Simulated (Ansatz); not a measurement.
Bulk crystal (AlAs) after relaxation:

```cif
data_structure
_symmetry_space_group_name_H-M 'F-43m'
_symmetry_Int_Tables_number 216
_cell_length_a 5.6746
_cell_length_b 5.6746
_cell_length_c 5.6746
_cell_angle_alpha 90.000
_cell_angle_beta 90.000
_cell_angle_gamma 90.000
_cell_volume 182.73
loop_
_atom_site_label
_atom_site_type_symbol
_atom_site_symmetry_multiplicity
_atom_site_Wyckoff_symbol
_atom_site_fract_x
_atom_site_fract_y
_atom_site_fract_z
_atom_site_occupancy
Al1 Al 4 a 0.00000 0.00000 0.00000 1
As1 As 4 c 0.25000 0.25000 0.25000 1
```

Miller indices refer to the conventional cell of F-43m (No. 216), a = 5.675 Å, b = 5.675 Å, c = 5.675 Å, α = 90.00°, β = 90.00°, γ = 90.00°. The bulk's gap is 1.34 eV.

The (100) slab of 9 planes, 11.3 Å thick with 15 Å of vacuum as cut; outer planes As (top) and As (bottom).

These are results of DFT PBEsol, scalar-relativistic, plane waves, PAW (Ansatz), not measurements. Settings: cutoff 420 eV, Γ-centred mesh 7×7×1 on the computed 9-atom cell, Gaussian smearing of 0.05 eV; no spin polarisation. A dipole correction removes the field between periodic images along c.

The slab isn't stoichiometric (Al4As5), so its surface energy depends on the chemical potentials; it is given with the excess atoms taken from the element's standard state, a limit at which the compound may itself be unstable, so the figure can be too low. This cut of an insulator is polar or leaves open shells, so the slab is metallic here; real surfaces compensate by reconstruction or adsorbates.

With the atoms at the bulk's places:

```json
{
 "Surface energy with the excess atoms taken from the elements": "1.77 J/m²",
 "Gap of the slab on the mesh": "none (metal or semimetal)",
 "Work function": "6.07 eV"
}
```

Task: What changes when all atoms relax within this surface cell and its symmetry?

Result: The energy falls by 0.004 J/m² a face, and the largest move is 0.02 Å.

* Surface energy with the excess atoms taken from the elements: 1.77 J/m²
* Gap of the slab on the mesh: none (metal or semimetal)
* Work function: 6.06 eV

```tsv
plane (bottom to top)	atoms	spacing to next, bulk (Å)	relaxed (Å)	change (%)
1	As	1.419	1.391	-2.0
2	Al	1.419	1.446	+1.9
3	As	1.419	1.399	-1.4
4	Al	1.419	1.427	+0.6
5	As	1.419	1.427	+0.6
6	Al	1.419	1.399	-1.4
7	As	1.419	1.446	+1.9
8	Al	1.419	1.391	-2.0
9	As
```